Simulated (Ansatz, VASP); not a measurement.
**AlNi: VASP beside Ansatz**

File INCAR:

```
SYSTEM = AlNi
PREC = Accurate ; ENCUT = 520
EDIFF = 1E-7 ; ISMEAR = 0
SIGMA = 0.15 ; LREAL = .False.
LASPH = .True. ; NELM = 100
ALGO = Normal ; ISIF = 2
LWAVE = .False. ; LCHARG = .False.
GGA = PE ; NBANDS = 14
```

Contents of KPOINTS:

```
regular mesh
0
Gamma
  16 16 16
  0 0 0
```

POSCAR

```
AlNi
1.0
    2.9962400000      0.0000000000      0.0000000000
    0.0000000000      2.9962400000      0.0000000000
    0.0000000000      0.0000000000      2.9962400000
Al Ni
1 1
Direct
    0.0000000000      0.0000000000      0.0000000000
    0.5000000000      0.5000000000      0.5000000000
```

Input for Ansatz:

```yaml
crystal:
  lattice:
    - [2.99624, 0.0, 0.0]
    - [0.0, 2.99624, 0.0]
    - [0.0, 0.0, 2.99624]
  atoms:
    - { symbol: Al, position: [0.0, 0.0, 0.0] }
    - { symbol: Ni, position: [0.5, 0.5, 0.5] }
basis:
  ecutwfc: 420
kpoints:
  mp_grid: { grid: [16, 16, 16] }
hamiltonian:
  xc: pbe
scf:
  occupations: { method: gaussian, width: 0.15 }
output:
  forces: true
  stress: true
  eigenvalues: true
```

Change from the starting cell: strain +0.040 along x and y, +0.040 along z, atoms carried along.

Alike in both runs: task single point; functional PBE; k mesh 16 × 16 × 16; occupations gaussian, width 0.15 eV; no spin polarisation.

|  | VASP | Ansatz |
| --- | --- | --- |
| version | VASP 6.6.1 | Ansatz 0.2.0 |
| potentials or method | VASP PAW PBE potentials, release 64 (Al, Ni) | scalar-relativistic, plane waves, PAW |
| plane-wave cutoff (eV) | 520 | 420 |
| valence electrons in the cell | 13 | 21 |

VASP gave:

- gap on the k mesh at the Fermi level (eV): none
- pressure (GPa): -13.2

Problem. Estimate Ansatz's values.

Solution. gap on the k mesh at the Fermi level (eV): none; pressure (GPa): -13.3.

A gap of «none» marks a metal or a gap that the smearing closes. The two sets of potentials don't hold the same shells in valence.

Spin polarisation is off, so any magnetic state and its effect on volume and gap are missing.
